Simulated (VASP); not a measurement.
## LiH: band structure with PBE

Crystal: LiH.

```
Li H
1.0
     0.00000    1.98602    1.98602
     1.98602    0.00000    1.98602
     1.98602    1.98602    0.00000
Li H
1 1
Direct
  0.00000 0.00000 0.00000
  0.50000 0.50000 0.50000
```

```
Program                            : VASP 6.6.1
Task                               : band structure
Functional                         : PBE
Potentials or basis                : VASP PAW PBE potentials, release 64 (Li_sv, H)
Cutoff                             : 520 eV
k mesh                             : 8 × 8 × 8
Occupations                        : gaussian, width 0.03 eV
Spin                               : no spin polarisation
Grid for exact exchange (PRECFOCK) : Fast
Further INCAR settings             : ALGO = Normal; EDIFF = 1e-07; NBANDS = 9
```

The band gap on the k mesh is 2.96 eV, direct and the band gap along the path is 2.96 eV, direct.

Levels at points of the mesh, in eV from the valence-band top:
```tsv
k point	band 1	band 2	band 3	band 4	band 5
(0.00, 0.00, 0.00)	-44.27	-5.54	16.45	18.17	18.17
(0.50, 0.00, 0.00)	-44.22	-2.71	4.99	13.90	16.75
(0.50, 0.50, 0.00)	-44.20	0.00	2.96	10.95	10.95
```

It took 6 s on 4 MPI ranks on Intel(R) Xeon(R) Platinum 8488C (Sapphire Rapids), with other jobs on the host, peak memory 0.12 GiB a rank.

 A hybrid or GW would open this gap; PBE tends to underestimate it.
